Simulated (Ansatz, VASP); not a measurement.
**HfO2 in VASP and in Ansatz**

Contents of POSCAR:

```
HfO2
1.0
    0.0000000000      2.5291823190      2.5291823190
    2.5291823190      0.0000000000      2.5291823190
    2.5291823190      2.5291823190      0.0000000000
Hf O
1 2
Direct
    0.0000000000      0.0000000000      0.0000000000
    0.2500000000      0.2500000000      0.2500000000
    0.7500000000      0.7500000000      0.7500000000
```

File INCAR.step1:

```
SYSTEM = HfO2
PREC = Accurate ; ENCUT = 520
ISMEAR = 0 ; SIGMA = 0.01
LREAL = .False. ; LASPH = .True.
NELM = 80 ; NBANDS = 18
GGA = PE ; ALGO = Normal
EDIFF = 1E-4 ; LWAVE = .True.
LCHARG = .False.
```

The input INCAR.step2:

```
SYSTEM = HfO2
PREC = Accurate ; ENCUT = 520
EDIFF = 1E-6 ; ISMEAR = 0
SIGMA = 0.01 ; LREAL = .False.
LASPH = .True. ; NELM = 80
ALGO = Normal ; ISIF = 2
LWAVE = .False. ; LCHARG = .False.
METAGGA = R2SCAN ; LMIXTAU = .True.
NBANDS = 18 ; ISTART = 1
```

File KPOINTS:

```
regular mesh
0
Gamma
  6 6 6
  0 0 0
```

Input for Ansatz:

```yaml
crystal:
  lattice:
    - [0.0, 2.529182319, 2.529182319]
    - [2.529182319, 0.0, 2.529182319]
    - [2.529182319, 2.529182319, 0.0]
  atoms:
    - { symbol: Hf, position: [0.0, 0.0, 0.0] }
    - { symbol: O, position: [0.25, 0.25, 0.25] }
    - { symbol: O, position: [0.75, 0.75, 0.75] }
kpoints:
  mp_grid: { grid: [6, 6, 6] }
hamiltonian:
  xc: r2scan
scf:
  occupations: { method: fixed }
  n_extra_bands: 4
output:
  forces: true
  stress: true
  eigenvalues: true
```

Measurements of this composition are mostly on another form, of space group No. 14.

Alike in both runs: task single point; functional r2SCAN; k mesh 6 × 6 × 6; no spin polarisation.

|  | VASP | Ansatz |
| --- | --- | --- |
| version | VASP 6.6.1 | Ansatz 0.2.0 |
| potentials or method | VASP PAW PBE potentials, release 64 (Hf_pv, O) | plane waves, PAW |
| plane-wave cutoff (eV) | 520 | 500 |
| occupations | gaussian, width 0.01 eV | fixed |
| valence electrons in the cell | 22 | 38 |

|  | VASP | Ansatz | Ansatz less VASP |
| --- | --- | --- | --- |
| gap on the k mesh at the Fermi level (eV) | 4.31 | 4.30 | -0.012 |
| pressure (GPa) | -4.0 | 0.0 | +3.98 |

One of these differences is far larger than is usual between the two programs; its cause wasn't traced. The two sets of potentials don't hold the same shells in valence.

Caveats: the PAW data sets were made with another functional, which shifts forces and pressure a little (VASP); spin-orbit coupling is left out, which moves the levels of the heavy elements. r2SCAN opens gaps a little over a GGA but as a rule still falls short of measured ones. A k mesh can miss the band edges.
